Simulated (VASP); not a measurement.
## A VASP 6.6.1 single-point calculation on GaN

INCAR

```
IBRION = -1
LCHARG = .FALSE.
NBANDS = 49
SIGMA = 0.02
ENCUT = 520
NSW = 0
PREC = Accurate
LREAL = .FALSE.
LASPH = .TRUE.
ISIF = 2
METAGGA = MBJ
LWAVE = .FALSE.
EDIFF = 0.001
NELM = 120
ISMEAR = -1
```

KPOINTS

```
KPOINTS created by Atomic Simulation Environment
0
Gamma
10 10 10
0 0 0
```

POSCAR

```
Ga N
 1.0000000000000000
     0.0000000000000000    2.2489526240000002    2.3834399908999999
     2.2489526240000002    0.0000000000000000    2.3834399908999999
     2.2489526240000002    2.2489526240000002    0.0000000000000000
 Ga  N
   1   1
Cartesian
  0.0000000000000000  0.0000000000000000  0.0000000000000000
  3.3734289360000003  3.3734289360000003  3.5751599863500001
```

The recommended PBE PAW datasets give the neutral cell 18 valence electrons.

Command

```
mpirun -np 1 vasp_std
```

Q: Predict the outcome of this run.

A: It converged. Results: gap between bands v and c on the k mesh 2.44 eV; least direct gap on the k mesh 2.44 eV. Band v is the last that the valence electrons fill when counted band by band, and c is the next.

OSZICAR

```
N       E                     dE             d eps       ncg     rms          rms(c)
DAV:   1     0.261731463924E+03    0.26173E+03   -0.54412E+03 14386   0.628E+02
DAV:   2     0.115669585132E+03   -0.14606E+03   -0.12366E+03 10266   0.202E+02
DAV:   3     0.102465063677E+03   -0.13205E+02   -0.12986E+02 12018   0.428E+01
DAV:   4     0.102305437614E+03   -0.15963E+00   -0.15955E+00 11672   0.467E+00
DAV:   5     0.102305044764E+03   -0.39285E-03   -0.39284E-03 11670   0.223E-01    0.913E+00
DAV:   6     0.104863419311E+03    0.25584E+01   -0.10870E+01 13930   0.435E+01    0.755E+00
DAV:   7     0.103982343768E+03   -0.88108E+00   -0.72496E+00 11053   0.140E+01    0.515E+00
DAV:   8     0.105915367165E+03    0.19330E+01   -0.17755E+00 10827   0.793E+00    0.441E+00
DAV:   9     0.105126538800E+03   -0.78883E+00   -0.35433E-01 10598   0.337E+00    0.499E+00
DAV:  10     0.106161417875E+03    0.10349E+01   -0.13490E+00 11288   0.578E+00    0.436E+00
...
DAV:  26     0.106245551303E+03   -0.17719E-01   -0.10992E-04  6412   0.706E-02    0.615E-01
DAV:  27     0.106343213036E+03    0.97662E-01   -0.11948E-03 10420   0.300E-01    0.345E-01
DAV:  28     0.106444507748E+03    0.10129E+00   -0.29993E-03 11241   0.211E-01    0.198E-01
DAV:  29     0.106533450952E+03    0.88943E-01   -0.11911E-03 12289   0.211E-01    0.534E-02
DAV:  30     0.106585648363E+03    0.52197E-01   -0.67198E-04 11002   0.116E-01    0.192E-02
DAV:  31     0.106597498545E+03    0.11850E-01   -0.12554E-04  5516   0.551E-02    0.128E-02
DAV:  32     0.106613753373E+03    0.16255E-01   -0.27150E-05  5150   0.248E-02    0.297E-02
DAV:  33     0.106605046665E+03   -0.87067E-02   -0.28703E-05  5109   0.310E-02    0.279E-03
DAV:  34     0.106604542472E+03   -0.50419E-03   -0.23174E-05  5096   0.244E-02
   1 F= 0.10660454E+03 E0= 0.10660454E+03  d E =-.264484E-11
```

Standard output (part)

```
POSCAR found type information on POSCAR GaN
 POSCAR found :  2 types and       2 ions
 LDA part: xc-table for (None), standard interpolation
 POSCAR, INCAR and KPOINTS ok, starting setup
 WAVECAR not read
 entering main loop
```

The MBJ potential has no energy functional, so only its levels carry meaning.

For comparison, a separate PBE run of the intended cell, on usual settings and not on those above, gives a gap of 1.28 eV on its mesh and a pressure of -4.0 GPa.
